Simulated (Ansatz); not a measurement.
MnAs:

```
As Mn
1.0
     3.71000    0.00000    0.00000
    -1.85500    3.21295    0.00000
     0.00000    0.00000    5.69100
As Mn
2 2
Direct
  0.66667 0.33333 0.75000
  0.33333 0.66667 0.25000
  0.00000 0.00000 0.50000
  0.00000 0.00000 0.00000
```

Base run:

- Program: Ansatz 0.2.0
- Functional: PBEsol
- Potentials or basis: Ansatz PAW
- Cutoff: 420 eV (not typed: the program's choice for these potentials)
- k mesh: 7 × 7 × 4
- Occupations: fermi-dirac, width 0.05 eV
- Spin: collinear spin, ferromagnetic start
- Starting moments: [0.0, 0.0, 4.0, 4.0] μB
- Fixed moment: 8 μB

Its results: pressure 1.4 GPa; site moments As +0.02; Mn +3.67 μB.

Q: After a change of settings the same cell gave: pressure -18.4 GPa; site moments As -0.15; Mn +2.14 μB. Which change was it?
A. fixed moment from 8 μB to 10 μB; moments at the start from [0.0, 0.0, 4.0, 4.0] to [0.0, 0.0, 5.0, 5.0]
B. fixed moment from 8 μB to 4 μB; moments at the start from [0.0, 0.0, 4.0, 4.0] to [0.0, 0.0, 2.0, 2.0]
C. fixed moment from 8 μB to 16 μB; moments at the start from [0.0, 0.0, 4.0, 4.0] to [0.0, 0.0, 8.0, 8.0]
D. fixed moment from 8 μB to 2 μB; moments at the start from [0.0, 0.0, 4.0, 4.0] to [0.0, 0.0, 1.0, 1.0]

A: B.

Caveats: the total moment is fixed, so each spin has its own Fermi level; only a ferromagnetic start was run, and an antiferromagnetic order may lie lower in energy; the PAW data sets come from PBE, with cores solved anew for the run's functional, which leaves a small shift of forces and pressure; the thresholds are loose for stress.
